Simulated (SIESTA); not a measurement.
A calculation with SIESTA 5.4.2 of Mg (ASE script, structure typed inline):

Contents of run.py:

```python
from ase import Atoms
from ase.calculators.siesta import Siesta
from ase.units import Ry, GPa

atoms = Atoms(
    ['Mg'],
    cell=[
        [-1.7727644967, 1.7727644967, 1.7727644967],
        [1.7727644967, -1.7727644967, 1.7727644967],
        [1.7727644967, 1.7727644967, -1.7727644967],
    ],
    scaled_positions=[
        [0.0, 0.0, 0.0],
    ],
    pbc=True,
)

fdf = {
    'SCFMustConverge': False,
    'OccupationFunction': 'FD',
    'ElectronicTemperature': '0.05 eV',
    'MaxSCFIterations': '120',
    'SCF.Mixer.Method': 'Pulay',
    'SCF.Mixer.Weight': '0.25',
    'SCF.Mixer.History': '8',
    'SCF.DM.Tolerance': '5.0e-05',
    'SCF.H.Tolerance': '1.0e-03 eV',
    'WriteForces': 'true',
    'Charge.Mulliken': 'end',
    'PAO.Basis': ['Mg.1 4', 'n=2 0 2', '  2.604 0.000', 'n=3 0 2', '  8.245 0.000', 'n=2 1 2', '  2.943 0.000', 'n=3 1 1', '  8.245'],
}
calc = Siesta(
    label="Mg",
    command="siesta < PREFIX.fdf > PREFIX.out",
    pseudo_path="pseudos",
    pseudo_qualifier="",
    xc=('GGA', 'PBE'),
    basis_set="DZP",
    mesh_cutoff=800 * Ry,
    energy_shift=0.003 * Ry,
    kpts=[11, 11, 11],
    spin="non-polarized",
    fdf_arguments=fdf,
)
atoms.calc = calc

print(f"energy = {atoms.get_potential_energy():.6f} eV")
free = atoms.get_potential_energy(force_consistent=True)
print(f"free energy = {free:.6f} eV")
print("forces (eV/A):")
print(atoms.get_forces(apply_constraint=False).round(6))
print("stress (GPa, Voigt order, tension positive):", (atoms.get_stress() / GPa).round(4))
```

Potentials or basis: PseudoDojo 0.4 standard (PBE files), DZP (energy shift 0.003 Ry; two zetas on semicore shells).

Command:

```sh
$ python run.py
```

This isn't the form of Mg at room conditions, which is hcp.

Task: Write the same calculation in another form: native input, structure typed inline.

Result: As run:

The input Mg.fdf:

```
SystemName                      Mg
SystemLabel                     Mg
NumberOfSpecies                 1
NumberOfAtoms                   1
%block ChemicalSpeciesLabel
  1  12 Mg
%endblock ChemicalSpeciesLabel

LatticeConstant                 1.0 Ang
%block LatticeVectors
    -1.7727644967     1.7727644967     1.7727644967
     1.7727644967    -1.7727644967     1.7727644967
     1.7727644967     1.7727644967    -1.7727644967
%endblock LatticeVectors
AtomicCoordinatesFormat         Fractional
%block AtomicCoordinatesAndAtomicSpecies
     0.0000000000     0.0000000000     0.0000000000  1  Mg
%endblock AtomicCoordinatesAndAtomicSpecies

%block kgrid.MonkhorstPack
   11   0   0  0.0
    0  11   0  0.0
    0   0  11  0.0
%endblock kgrid.MonkhorstPack
XC.Functional                   GGA
XC.Authors                      PBE
PAO.BasisSize                   DZP
PAO.EnergyShift                 0.003 Ry
Mesh.Cutoff                     800 Ry
OccupationFunction              FD
ElectronicTemperature           0.05 eV
MaxSCFIterations                120
SCF.MustConverge                false
SCF.Mixer.Method                Pulay
SCF.Mixer.Weight                0.25
SCF.Mixer.History               8
SCF.DM.Tolerance                5.0e-05
SCF.H.Tolerance                 1.0e-03 eV
WriteForces                     true
Charge.Mulliken                 end
Charge.Hirshfeld                end
Charge.Voronoi                  end
SaveRho                         true
SaveElectrostaticPotential      true
%block PAO.Basis
  Mg 4
  n=2 0 2
    2.604 0.000
  n=3 0 2
    8.245 0.000
  n=2 1 2
    2.943 0.000
  n=3 1 1
    8.245
%endblock PAO.Basis
```

Potentials or basis: PseudoDojo 0.4 standard (PBE files), DZP (energy shift 0.003 Ry; two zetas on semicore shells).

Command:

```bash
$ siesta Mg.fdf > Mg.out 2>&1
```

Both were run:

|  | ASE script, structure typed inline | native input, structure typed inline |
| --- | --- | --- |
| Pressure | 2.7 GPa | 2.7 GPa |
| Band gap on the k mesh | none (metal or under the smearing width) | none (metal or under the smearing width) |

Keys that steer only the numerical path or the files written may differ.

Caveat: the basis of atomic orbitals isn't converged, which shifts pressures, moduli and gaps.
